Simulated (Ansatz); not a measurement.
Write a Python script for the Python package of Ansatz (0.2.0) that makes a charge-density difference against the sublattices of TePb, space group Fm-3m. Level of theory (first run): LDA, PAW, cutoff 460 eV, 6×6×6 k-points, Fermi-Dirac smearing of 0.15 eV.

```
Te Pb
1.0
     0.00000    3.23100    3.23100
     3.23100    0.00000    3.23100
     3.23100    3.23100    0.00000
Te Pb
1 1
Direct
  0.50000 0.50000 0.50000
  0.00000 0.00000 0.00000
```

`run_drho.py`
```python
"""Density of TePb less that of its sublattices."""

import warnings

import ansatz as az
import numpy as np

VECTORS = np.array([
    [0.0, 3.231, 3.231],
    [3.231, 0.0, 3.231],
    [3.231, 3.231, 0.0],
])
SITES = [
    ("Te", (0.5, 0.5, 0.5)),
    ("Pb", (0.0, 0.0, 0.0)),
]


def on_lattice(cell):
    crystal = az.Crystal(lattice=az.Lattice.of(cell))
    for symbol, position in SITES:
        crystal = crystal.atom(symbol, position)
    return crystal

warnings.simplefilter("ignore", az.DeckWarning)

# same cell, cutoff and mesh for the crystal and its parts
def solve(crystal):
    return (
        crystal.calculation()
        .functional("lda")
        .occupations("Fermi-Dirac", width=0.15)
        .basis(460, grid_basis="typed")
        .kpoints(6, 6, 6)
        .density()
        .run(threads=1)
    )


whole = solve(on_lattice(VECTORS))
difference = whole.density().channels[0].density_e_per_ang3.copy()
binding = whole.report["free_energy_ev"]
for element in ["Te", "Pb"]:
    part = az.Crystal(lattice=az.Lattice.of(VECTORS))
    for symbol, position in SITES:
        if symbol == element:
            part = part.atom(symbol, position)
    alone = solve(part)
    difference -= alone.density().channels[0].density_e_per_ang3
    binding -= alone.report["free_energy_ev"]
    print(f"{element} sublattice: {alone.report['n_electrons']:g} electrons, {alone.report['n_iterations']} iterations")

voxel = abs(np.linalg.det(VECTORS)) / difference.size
print(f"energy of the crystal less its unpolarised sublattices: {binding / len(SITES):.4f} eV/atom")
print(f"net charge of the difference {difference.sum() * voxel:.5f} e, charge moved {0.5 * np.abs(difference).sum() * voxel:.3f} e")
print(f"extremes {difference.min():.4f} and {difference.max():.4f} e/A^3")
for (symbol, position) in SITES:
    index = tuple(int(round(p * n)) % n for p, n in zip(position, difference.shape))
    print(f"  change of the pseudo-density at the grid point nearest {symbol}: {difference[index]:+.4f} e/A^3")
```

Running `python run_drho.py` prints:
```text
Te sublattice: 16 electrons, 6 iterations
Pb sublattice: 14 electrons, 6 iterations
energy of the crystal less its unpolarised sublattices: -2.2563 eV/atom
net charge of the difference -0.00000 e, charge moved 0.357 e
extremes -0.0288 and 0.0421 e/A^3
  change of the pseudo-density at the grid point nearest Te: +0.0127 e/A^3
  change of the pseudo-density at the grid point nearest Pb: -0.0288 e/A^3
```

Notes:
- Spin-orbit coupling, which matters for elements this heavy, is left out.
- Densities and potentials on the grid are those of the valence electrons, and inside the cores they hang on the potentials used.
- The structure is a deposited one; some such entries were measured under pressure or heat, so a shift against it needn't be the functional's error alone.
- Charge moved counts every rearrangement, bonding and polarisation too, and is no transfer between atoms; the bare sublattices are artificial references. Values near the nuclei depend on the potentials.
- The whole script took 3.2 s on 1 thread of Arm Neoverse V2, with other jobs on the host, peak memory 0.35 GiB.
